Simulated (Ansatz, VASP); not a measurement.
One calculation of Pd, two programs

File INCAR:

```
SYSTEM = Pd
  PREC = Accurate
  ENCUT = 520
  EDIFF = 1E-7
  ISMEAR = 0
  SIGMA = 0.05
  LREAL = .False.
  LASPH = .True.
  NELM = 100
  ALGO = Normal
  ISIF = 2
  LWAVE = .False.
  LCHARG = .False.
  GGA = PE
  NBANDS = 11
```

File KPOINTS:

```
regular mesh
0
Gamma
  18 18 18
  0 0 0
```

File POSCAR:

```
Pd
1.0
   -1.5722810000      1.5722810000      1.5722810000
    1.5722810000     -1.5722810000      1.5722810000
    1.5722810000      1.5722810000     -1.5722810000
Pd
1
Direct
    0.0000000000      0.0000000000      0.0000000000
```

Input for Ansatz:

```yaml
crystal:
  lattice:
    - [-1.572281, 1.572281, 1.572281]
    - [1.572281, -1.572281, 1.572281]
    - [1.572281, 1.572281, -1.572281]
  atoms:
    - { symbol: Pd, position: [0.0, 0.0, 0.0] }
basis:
  ecutwfc: 420
kpoints:
  mp_grid: { grid: [18, 18, 18] }
hamiltonian:
  xc: pbe
scf:
  occupations: { method: gaussian, width: 0.05 }
output:
  forces: true
  eigenvalues: true
  eigenstates:
    nscf_kmesh: { grid: [34, 34, 34] }
    top_band: c6
    de_dk: true
    localisation: false
  stress: true
checkpoint:
  write: ck
  compress: false
  write_wavefunctions: false
  write_every: 100000
```

This isn't the form of Pd at room conditions, which is fcc.

Alike in both runs: task single point; functional PBE; k mesh 18 × 18 × 18; occupations gaussian, width 0.05 eV; no spin polarisation.

```csv
,VASP,Ansatz
version,VASP 6.6.1,Ansatz 0.2.0
potentials or method,"VASP PAW PBE potentials, release 64 (Pd)","scalar-relativistic, plane waves, PAW"
plane-wave cutoff (eV),520,420
valence electrons in the cell,10,18
```

VASP gave:

```
pressure (GPa) : -1.5
```

Q: What did Ansatz give for the same quantities?

A: Pressure (GPa): -1.2.

With one functional, cell and mesh, what is left measures potentials, basis and numerics. The two sets of potentials don't hold the same shells in valence.
